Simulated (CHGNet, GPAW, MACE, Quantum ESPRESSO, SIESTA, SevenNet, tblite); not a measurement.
## Finding the fault: GPAW, Cu/Pt superlattice along [001] (72 atoms)

Program: GPAW 26.7.0, a calculation on a cell of 54 Cu and 18 Pt, 12.6 Å³ an atom.

Input file run.py:

```python
import numpy as np
from ase.io import read
from gpaw import GPAW, FermiDirac

atoms = read("structure.xyz")
atoms.calc = GPAW(
    mode="lcao",
    basis="tzp",
    h=0.2,
    xc="PBE",
    kpts={"size": (1, 1, 1), "gamma": True},
    occupations=FermiDirac(0.05),
    maxiter=60,
    symmetry={"point_group": False},
    txt="gpaw.txt",
)
energy = atoms.get_potential_energy(force_consistent=True)
forces = atoms.get_forces()
print(f"energy {energy:.6f} eV")
print("forces (eV/A)")
for i, (a, f) in enumerate(zip(atoms, forces)):
    print(f"{i:4d} {a.symbol:2s} {f[0]:10.5f} {f[1]:10.5f} {f[2]:10.5f}")
print(f"Fermi level {atoms.calc.get_fermi_level():.4f} eV")
for k in range(len(atoms.calc.get_ibz_k_points())):
    for s in range(atoms.calc.get_number_of_spins()):
        e = atoms.calc.get_eigenvalues(kpt=k, spin=s)
        n = np.searchsorted(e, atoms.calc.get_fermi_level())
        print(f"k {k} spin {s} levels about the Fermi level:", np.round(e[max(n - 6, 0):n], 4).tolist(), "|", np.round(e[n:n + 6], 4).tolist())
```

Input file structure.xyz:

```xyz
72
Lattice="8.32406 0.00000 0.00000 0.00000 8.32406 0.00000 0.00000 0.00000 13.12984" Properties=species:S:1:pos:R:3 pbc="T T T"
Cu 8.30974 8.31998 0.56485
Cu 2.79297 8.30708 0.59465
Cu 5.57171 0.00042 0.56038
Cu 0.00233 2.74919 0.55802
Cu 2.76018 2.79805 0.55592
Cu 5.55365 2.75119 0.59570
Cu 1.36689 1.38104 2.12625
Cu 4.15271 1.38562 2.14883
Cu 6.90697 1.37863 2.14240
Cu 8.32206 0.01573 3.63762
[... 58 atom lines left out ...]
Pt 6.95201 4.14222 12.04019
Pt 1.36273 6.94143 12.02444
Pt 4.13165 6.93877 12.06055
Pt 6.94510 6.96075 12.03061
```

Started as:

```sh
OMP_NUM_THREADS=1 python run.py > output.txt
```

The log of the run:

```text
FileNotFoundError: Could not find required basis set file "Cu.tzp.basis".
You need to set the GPAW_SETUP_PATH environment variable to point to
the directories where PAW dataset and basis files are stored.  See
for details.
```

gpaw.txt:

```text
Input parameters:
  mode=LCAO(),
  basis={'default': 'tzp'},
  h=0.2,
  kpts=MonkhorstPack(size=(1, 1, 1), gamma=True),
  maxiter=60,
  occupations=Occupations(name='fermi-dirac', width=0.05, fixmagmom=False),
  symmetry=Symmetry(point_group=False),
  xc=XC(name='PBE')
timing:  # [seconds]
  Total: 0.030  # ━━━━━━━━━━━━━━━━━━━━━━━━━━━━━━━━━━━━━━━━━━━━━━━━━━━━━━━━━━━
  Init:  0.009  # ━━━━━━━━━━━━━━━━━
```

It took 1.2 s on 1 thread of Arm Neoverse V2, shared host; peak memory 0.1 GiB.

Banners, paths, timers and routine set-up lines are dropped from the logs unmarked, and long logs keep their key lines alone; longer cuts are marked.

Q: Find the fault and mend it.

A basis that isn't there: basis tzp. The sound run has basis dzp.

The program stopped at the start.

[Also dropped from logs without a mark: logging warnings of Python, and SIESTA's first energy breakdown and zero terms.]

[Logs are printed without paths, hosts, clocks, repeated set-up lines and the standing remarks that a program may print on its own settings, such as how far it seeks lower states.]

[Hosts, paths, dates, database ids (printed as entryN), source tags and the programs' standing remarks are cut or masked in the printed files.]
